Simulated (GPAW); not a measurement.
# ZnSe (Stilleite) (F-43m) in GPAW: notebook

One crystal, ZnSe (Stilleite), is run at these levels: LDA, revPBE, WC; tasks: band structure, equation of state.

All numbers are computed with GPAW 26.7.0; they aren't measurements. Logs are shortened: lines on timing, memory, paths and dates and some standing lists are left out, and cuts for length are marked. The log counts tension as positive stress, the text compression.

**What was measured.**

“Alloy Disordering Effects on the Thermal Conductivity and Energy Gap Temperature Dependence of Cd1−xZnxSe Ternary Crystals Grown by the Bridgman Method”, 2023, pmc:10253836 reports, for a bulk crystal of ZnSe at 300 K: band gap 2.695 ± 0.003 eV (an exciton energy, a little under the gap).

How close the calculation comes is told below.

### Step 1. The crystal as given

The structure is cubic, space group F-43m (No. 216). The conventional cell has a = 5.668 Å, b = 5.668 Å, c = 5.668 Å, α = 90.00°, β = 90.00°, γ = 90.00°. Se (site symmetry -43m) has 4 Zn at 2.45 Å as nearest neighbours. Zn (site symmetry -43m) is surrounded by 4 Se at 2.45 Å.

### Step 2. Band structure, LDA

Contents of run.py:

```python
from ase.dft.bandgap import bandgap
from ase.io import read, write
from ase.units import GPa
from gpaw import GPAW, PW, setup_paths

setup_paths.insert(0, '.')

atoms = read('ZnSe.cif')

calc = GPAW(mode=PW(600),
            xc='LDA',
            kpts={'size': (7, 7, 7), 'gamma': True},
            occupations={'name': 'fermi-dirac', 'width': 0.05},
            setups={'Se': 'jth', 'Zn': 'jth'},
            nbands=-9,
            convergence={'density': 1e-05, 'energy': 1e-05},
            maxiter=150,
            txt='gpaw.txt')
atoms.calc = calc
energy = atoms.get_potential_energy()
forces = atoms.get_forces()
stress = atoms.get_stress()
calc.write('gs.gpw')
write('result.traj', atoms)
print(f'Energy: {energy:.6f} eV')
print('Forces (eV/A):')
print(forces.round(4))
print('Stress (GPa):', (stress / GPa).round(3))
print('Fermi level:', round(calc.get_fermi_level(), 4), 'eV')
print(f'Gap: {bandgap(calc)[0]:.4f} eV, direct: {bandgap(calc, direct=True)[0]:.4f} eV')

path = atoms.cell.bandpath('GXWKGLUWLK,UX', npoints=60, eps=1e-4)
bs_calc = calc.fixed_density(kpts=path, symmetry='off', nbands=-19,
                             convergence={'bands': 'CBM+6.0', 'eigenstates': 1e-6}, txt='bands.txt')
bs = bs_calc.band_structure()
bs.write('bs.json')
print(f'Gap on the path: {bandgap(bs_calc)[0]:.4f} eV')
```

Contents of ZnSe.cif:

```cif
data_ZnSe
_cell_length_a 4.00759839
_cell_length_b 4.00759839
_cell_length_c 4.00759839
_cell_angle_alpha 60.00000000
_cell_angle_beta 60.00000000
_cell_angle_gamma 60.00000000
_space_group_name_H-M_alt 'P1'
_space_group_name_Hall 'P 1'
_space_group_IT_number 1
loop_
_space_group_symop_operation_xyz
'x,y,z'
loop_
_atom_site_label
_atom_site_type_symbol
_atom_site_symmetry_multiplicity
_atom_site_Wyckoff_symbol
_atom_site_fract_x
_atom_site_fract_y
_atom_site_fract_z
_atom_site_occupancy
Se1 Se 1 a 0.7500000000 0.7500000000 0.7500000000 1
Zn1 Zn 1 a 0.0000000000 0.0000000000 0.0000000000 1
```

Potentials or basis: JTH PAW 2.0, LDA, pw.

Started as:

```sh
$ OMP_NUM_THREADS=1 python run.py
```

gpaw.txt:

```text
__  _  _
 | _ |_)|_||  |
 |__||  | ||/\| - 26.7.0

Input parameters:
  mode=PW(ecut=600.0),
  convergence={'density': 1e-05, 'energy': 1e-05},
  kpts=MonkhorstPack(size=(7, 7, 7), gamma=True),
  maxiter=150,
  nbands=-9,
  occupations=Occupations(name='fermi-dirac', width=0.05),
  setups={'Se': 'jth', 'Zn': 'jth'},
  xc=XC(name='LDA')

Diagonalizing LCAO Hamiltonian
Converting LCAO to pw mode

                         Se

       Zn

Atoms  # Å, Bohr magnetons
|   | symbol |        x |        y |        z |    initial magnetic moments |
|---|--------|----------|----------|----------|-----------------------------|
| 0 |     Se | 6.011398 | 3.470682 | 2.454143 | ( 0.0000,  0.0000,  0.0000) |
| 1 |     Zn | 0.000000 | 0.000000 | 0.000000 | ( 0.0000,  0.0000,  0.0000) |

Unit cell  # Å
| periodic |        x |        y |        z |  lengths |    angles |
|----------|----------|----------|----------|----------|-----------|
|      yes | 4.007598 | 0.000000 | 0.000000 | 4.007598 | 60.000000 |
|      yes | 2.003799 | 3.470682 | 0.000000 | 4.007598 | 60.000000 |
|      yes | 2.003799 | 1.156894 | 3.272190 | 4.007598 | 60.000000 |

Number of symmetries: 24
Symmetry operations  # r_c * U_cc + t_c -> r_c
|    | kind |            matrix            |
|----|------|------------------------------|
|  0 |  E   |  1, 0, 0,  0, 1, 0,  0, 0, 1 |
|  1 |  σ   |  1, 0, 0,  0, 0, 1,  0, 1, 0 |
|  2 |  σ   |  1, 0,-1,  0, 1,-1,  0, 0,-1 |
|  3 |  C3  |  1, 0,-1,  0, 0,-1,  0, 1,-1 |
|  4 |  C3  |  1,-1, 0,  0,-1, 1,  0,-1, 0 |
|  5 |  σ   |  1,-1, 0,  0,-1, 0,  0,-1, 1 |
|  6 |  σ   |  0, 1, 0,  1, 0, 0,  0, 0, 1 |
|  7 |  C3  |  0, 1, 0,  0, 0, 1,  1, 0, 0 |
|  8 |  C2  |  0, 1,-1,  1, 0,-1,  0, 0,-1 |
|  9 |  S4  |  0, 1,-1,  0, 0,-1,  1, 0,-1 |
| 10 |  C3  |  0, 0, 1,  1, 0, 0,  0, 1, 0 |
| 11 |  σ   |  0, 0, 1,  0, 1, 0,  1, 0, 0 |
| 12 |  S4  |  0, 0,-1,  1, 0,-1,  0, 1,-1 |
| 13 |  C3  |  0, 0,-1,  0, 1,-1,  1, 0,-1 |
| 14 |  S4  |  0,-1, 1,  1,-1, 0,  0,-1, 0 |
| 15 |  C2  |  0,-1, 1,  0,-1, 0,  1,-1, 0 |
| 16 |  C3  |  0,-1, 0,  1,-1, 0,  0,-1, 1 |
| 17 |  S4  |  0,-1, 0,  0,-1, 1,  1,-1, 0 |
| 18 |  S4  | -1, 1, 0, -1, 0, 1, -1, 0, 0 |
| 19 |  C3  | -1, 1, 0, -1, 0, 0, -1, 0, 1 |
| 20 |  C3  | -1, 0, 1, -1, 1, 0, -1, 0, 0 |
| 21 |  S4  | -1, 0, 1, -1, 0, 0, -1, 1, 0 |
| 22 |  σ   | -1, 0, 0, -1, 1, 0, -1, 0, 1 |
| 23 |  C2  | -1, 0, 0, -1, 0, 1, -1, 1, 0 |

BZ-sampling:
  Number of BZ points: 343
  Number of IBZ points: 20

  Monkhorst-Pack size: [7, 7, 7]
  Monkhorst-Pack shift: [0, 0, 0]

K-points  # in reciprocal-cell coordinates
|     |                                coordinates |     weight |
|-----|--------------------------------------------|------------|
|   0 | (  0.00000000,   0.00000000,   0.00000000) | 0.00291545 |
|   1 | (  0.14285714,   0.14285714,   0.00000000) | 0.01749271 |
|   2 | (  0.14285714,   0.14285714,   0.14285714) | 0.02332362 |
|   3 | (  0.28571429,   0.14285714,   0.14285714) | 0.03498542 |
|   4 | (  0.28571429,   0.28571429,   0.00000000) | 0.01749271 |
|   5 | (  0.28571429,   0.28571429,   0.14285714) | 0.06997085 |
|   6 | (  0.28571429,   0.28571429,   0.28571429) | 0.02332362 |
|   7 | (  0.42857143,  -0.28571429,  -0.28571429) | 0.03498542 |
|   8 | (  0.42857143,   0.28571429,  -0.42857143) | 0.13994169 |
|   9 | (  0.42857143,   0.28571429,  -0.28571429) | 0.06997085 |
| ... |                                            |            |
|  19 | (  0.42857143,   0.42857143,   0.42857143) | 0.02332362 |

Plane wave coefficients: 1532
Cutoff: 600.0 eV

Spin-components: 1 (collinear spins)
Bands:           18
Projectors:      10
Spin-degeneracy: 2
Datatype:        complex128

Parallelization:
  kpt:    1
  domain: 1
  band:   1

Density:
  Valence electrons: 18.0
  Components: 1
  Grid points: [24 24 24]
  Charge: 0.0  # |e|

Potential:
  Grid points: [24 24 24]

species:
  Se:
    name:    Selenium
    Z:       34.0
    valence: 6
    core:    28
    charge:  0.0  # [|e|]
    compensation charges:
      type: bessel
      rc: 1.06  # [Å]
      lmax: 2
    cutoffs:
      filter: 1.17  # [Å]
      core: 2.70  # [Å]
    projectors
    | kind |    occ | energy [eV] | rcut [Å] |
    |------|--------|-------------|----------|
    |   4s |  2.000 |     -17.483 |    1.170 |
    |    s |        |      20.409 |    1.170 |
    |   4p |  4.000 |      -6.655 |    1.008 |
    |    p |        |      40.817 |    1.008 |

    Using partial waves for Se as LCAO basis

  Zn:
    name:    Zinc
    Z:       30.0
    valence: 12
    core:    18
    charge:  0.0  # [|e|]
    compensation charges:
      type: sinc
      rc: 0.96  # [Å]
      lmax: 2
    cutoffs:
      filter: 1.22  # [Å]
      core: 2.29  # [Å]
    projectors
    | kind |    occ | energy [eV] | rcut [Å] |
    |------|--------|-------------|----------|
    |   4s |  2.000 |      -6.220 |    1.114 |
    |    s |        |      54.423 |    1.114 |
    |    p |        |       0.000 |    1.221 |
    |    p |        |      68.028 |    1.221 |
    |   3d | 10.000 |     -10.425 |    1.059 |
    |    d |        |      40.817 |    1.059 |

    Using partial waves for Zn as LCAO basis

Reference energy: -114835.031319  # eV

eigensolver:
  PPCG
  Converge bands: occupied
  niter=2

density mixing:
  MSR1-Mixer
  Pratt-step length: 0.05
  Maximum mixing coefficient: 0.75
  Old densities: 10
  SVD Regularization: 0.005
  Good broyden scale: 1.0
  Trust region scale: 1.0
  Backstep threshold: 4.0
  History deletion threshold: 6.0
  Fourier metric: weight=20.0, sigma=0.015

occupation numbers:
  Fermi-Dirac:
    width: 0.0500  # eV

poisson solver:
  ecut: 4800.0  # eV

xc functional:
  name: None

convergence criteria:
- Maximum integral of absolute [dens]ity change: 1e-05 electrons / valence electron
- Maximum [total energy] change in last 3 cyles: 1e-05 eV / valence electron
- Maximum integral of absolute [eigenst]ate change: 4e-08 eV^2 / valence electron
maximum number of iterations: 150

SCF iterations
|iter     | |      energy | eigst |  dens |
|---------|-|-------------|-------|-------|
|iter:   1| |   -7.507845 | +0.42 |       |
|iter:   2| |   -7.458257 | -1.77 | -1.26 |
|iter:   3| |   -7.244834 | -1.31 | -1.30 |
|iter:   4| |   -7.235992 | -2.36 | -1.89 |
|iter:   5| |   -7.235956 | -3.36 | -2.47 |
|iter:   6| |   -7.235852c| -4.24 | -3.05 |
|iter:   7| |   -7.235854c| -5.71 | -3.43 |
|iter:   8| |   -7.235854c| -6.80 | -4.21 |
|iter:   9| |   -7.235854c| -7.61c| -4.95 |
|iter:  10| |   -7.235854c| -8.02c| -5.87c|

Converged in 10 steps
Energy contributions relative to reference atoms: (reference = -114835.031319)

Energy contributions:
  Kinetic:           7.396416
  Coulomb:          -6.093524
  Zero:              0.100790
  External:          0.000000
  Xc:               -8.639536
  Entropy:          -0.000000
  Spinorbit:         0.000000
  ----------------------------
  Free energy:      -7.235854
  Extrapolated:     -7.235854

dipole moment: (-14.815633, -8.553810, -6.048457)  # |e|*Ang

Fermi level: 3.107
Eigenvalues  # (at kpt = [0.000, 0.000, 0.000])
| band index |      eig [eV] | occ [0-2] |
|------------|---------------|-----------|
|          0 |       -10.761 |     2.000 |
|          1 |        -4.092 |     2.000 |
|          2 |        -4.092 |     2.000 |
|          3 |        -4.092 |     2.000 |
|          4 |        -3.731 |     2.000 |
|          5 |        -3.731 |     2.000 |
[... 10 lines left out ...]
|         16 |        15.516 |     0.000 |
|         17 |        15.516 |     0.000 |

Gap: 1.035 eV
Transition (v -> c):
  (s=0, k=0, n=8, [0.00, 0.00, 0.00]) -> (s=0, k=0, n=9, [0.00, 0.00, 0.00])
No difference between direct/indirect transitions

Forces  # eV/Ang
|        x |        y |        z |
|----------|----------|----------|
| -0.00000 | -0.00000 | -0.00000 |  # Se   0
| -0.00000 | -0.00000 | -0.00000 |  # Zn   1

Stress tensor  # eV/Ang^3
|         x |         y |         z |
|-----------|-----------|-----------|
|  0.021894 | -0.000000 | -0.000000 |
| -0.000000 |  0.021894 | -0.000000 |
| -0.000000 | -0.000000 |  0.021894 |

# Writing to gs.gpw (mode='')
```

Wall time 15 s (1 thread of AMD EPYC 9R45 (Zen 5), shared host); peak memory 0.23 GiB.

What came out:

| Quantity | Value |
| --- | --- |
| Free energy | -7.2359 eV |
| Pressure | -3.5 GPa |
| Band gap on the k mesh | 1.03 eV, direct |
| Band gap along the path | 1.03 eV, direct |

Levels at the corners of the path, in eV from the valence-band top:
| point | band 5 | band 6 | band 7 | band 8 | band 9 | band 10 | band 11 | band 12 | band 13 |
| --- | --- | --- | --- | --- | --- | --- | --- | --- | --- |
| Γ | -6.29 | -6.29 | 0.00 | 0.00 | 0.00 | 1.03 | 5.71 | 5.71 | 5.71 |
| X | -6.24 | -6.11 | -4.83 | -2.20 | -2.20 | 2.81 | 3.32 | 10.50 | 11.11 |
| W | -6.32 | -5.99 | -4.75 | -2.80 | -2.70 | 5.35 | 5.44 | 6.82 | 7.58 |
| K | -6.27 | -6.02 | -4.78 | -3.13 | -1.81 | 3.43 | 5.47 | 8.89 | 9.19 |
| Γ | -6.29 | -6.29 | 0.00 | 0.00 | 0.00 | 1.03 | 5.71 | 5.71 | 5.71 |
| L | -6.27 | -6.13 | -5.29 | -0.87 | -0.87 | 2.35 | 6.30 | 6.30 | 8.36 |
| U | -6.27 | -6.02 | -4.78 | -3.13 | -1.81 | 3.43 | 5.47 | 8.89 | 9.19 |
| W | -6.32 | -5.99 | -4.75 | -2.80 | -2.70 | 5.35 | 5.44 | 6.82 | 7.58 |
| L | -6.27 | -6.13 | -5.29 | -0.87 | -0.87 | 2.35 | 6.30 | 6.30 | 8.36 |
| K | -6.27 | -6.02 | -4.78 | -3.13 | -1.81 | 3.43 | 5.47 | 8.89 | 9.19 |
| U | -6.27 | -6.02 | -4.78 | -3.13 | -1.81 | 3.43 | 5.47 | 8.89 | 9.19 |
| X | -6.24 | -6.11 | -4.83 | -2.20 | -2.20 | 2.81 | 3.32 | 10.50 | 11.11 |

Caveat: the program truncates these outside data sets.

### Step 3. Equation of state, revPBE

Contents of run.py:

```python
from ase.eos import EquationOfState
from ase.io import Trajectory, read
from ase.units import GPa
from gpaw import GPAW, PW

atoms = read('POSCAR')

traj = Trajectory('eos.traj', 'w')
volumes, energies = [], []
for x in [0.94, 0.96, 0.98, 1.0, 1.02, 1.04, 1.06]:
    a = atoms.copy()
    a.set_cell(atoms.cell * x**(1 / 3), scale_atoms=True)
    calc = GPAW(mode=PW(600),
                xc='revPBE',
                kpts={'size': (7, 7, 7), 'gamma': True},
                occupations={'name': 'fermi-dirac', 'width': 0.05},
                nbands=18,
                convergence={'density': 1e-05, 'energy': 1e-05},
                maxiter=150,
                txt=f'eos-{x:.2f}.txt')
    a.calc = calc
    energies.append(a.get_potential_energy(force_consistent=True))
    volumes.append(a.get_volume())
    p = -a.get_stress()[:3].mean() / GPa
    calc.write(f'eos-{x:.2f}.gpw')
    traj.write(a)
    print(f'{x:.2f} {volumes[-1]:10.4f} A^3 {energies[-1]:14.6f} eV {p:9.3f} GPa', flush=True)

v0, e0, B = EquationOfState(volumes, energies, eos='birchmurnaghan').fit()
print(f'V0 = {v0:.4f} A^3, E0 = {e0:.6f} eV, B0 = {B / GPa:.2f} GPa')
```

Contents of POSCAR:

```
ZnSe
1.0
    0.0000000000      2.8338000000      2.8338000000
    2.8338000000      0.0000000000      2.8338000000
    2.8338000000      2.8338000000      0.0000000000
Se Zn
1 1
Direct
    0.7500000000      0.7500000000      0.7500000000
    0.0000000000      0.0000000000      0.0000000000
```

Potentials or basis: the program's PAW data sets (release 1.2.1) made for this functional, pw.

Started as:

```sh
$ OMP_NUM_THREADS=1 python run.py
```

Run time: 29 s. Hardware: 1 thread of AMD EPYC 9R45 (Zen 5), shared host; peak memory 0.23 GiB.

It converged, with:

* Equilibrium volume: 24.26 Å³/atom (rough: see the caveat)
* Bulk modulus: 52 GPa (rough)

Energy against volume, from the lowest point:
| volume (Å³/atom) | energy (meV/atom) |
| --- | --- |
| 21.391 | 69.71 |
| 21.846 | 47.44 |
| 22.301 | 30.02 |
| 22.757 | 16.99 |
| 23.212 | 7.89 |
| 23.667 | 2.34 |
| 24.122 | 0.00 |

Caveat: the minimum lies outside the volumes run.

### Step 4. Equation of state, WC

Edit run.py of step 3 so:

```diff
@@ -3,5 +3,7 @@
 from ase.units import GPa
-from gpaw import GPAW, PW
+from gpaw import GPAW, PW, setup_paths
 
-atoms = read('POSCAR')
+setup_paths.insert(0, '.')
+
+atoms = read('ZnSe.xyz')
 
@@ -13,3 +15,3 @@
     calc = GPAW(mode=PW(600),
-                xc='revPBE',
+                xc='WC',
                 kpts={'size': (7, 7, 7), 'gamma': True},
```

Contents of ZnSe.xyz:

```xyz
2
Lattice="0.0000000000 2.8338000000 2.8338000000 2.8338000000 0.0000000000 2.8338000000 2.8338000000 2.8338000000 0.0000000000" Properties=species:S:1:pos:R:3 pbc="T T T"
Se     4.2507000000      4.2507000000      4.2507000000
Zn     0.0000000000      0.0000000000      0.0000000000
```

Potentials or basis: PAW data sets generated in the run's folder for this functional, pw.

Started as:

```sh
$ gpaw-setup -f WC Se Zn
$ OMP_NUM_THREADS=1 python run.py
```

Run time: 30 s. Hardware: 1 thread of AMD EPYC 9R45 (Zen 5), shared host; peak memory 0.23 GiB.

It converged, with:

- Equilibrium volume: 22.33 Å³/atom
- Bulk modulus: 66 GPa
- Pressure derivative of the bulk modulus: 4.6

Energy against volume, from the lowest point:
```
volume (Å³/atom)  energy (meV/atom)
          21.391               8.86
          21.846               2.28
          22.301               0.00
          22.757               1.58
          23.212               6.58
          23.667              14.65
          24.122              25.46
```

### Step 5. Comparison with measurements

Step 2. Measured gap of ZnSe: 2.695 eV (an exciton energy, a little under the gap; 300 K; “Alloy Disordering Effects on the Thermal Conductivity and Energy Gap Temperature Dependence of Cd1−xZnxSe Ternary Crystals Grown by the Bridgman Method”, 2023, pmc:10253836). This calculation gives 1.03 eV (-1.66 eV). So large a miss can be the level of theory's own, or it may mean another phase, state or a wrong row. Spin-orbit coupling on Se is left out. The value is that of LDA, without temperature or zero-point motion. Semilocal functionals fall short of measured gaps as a rule.
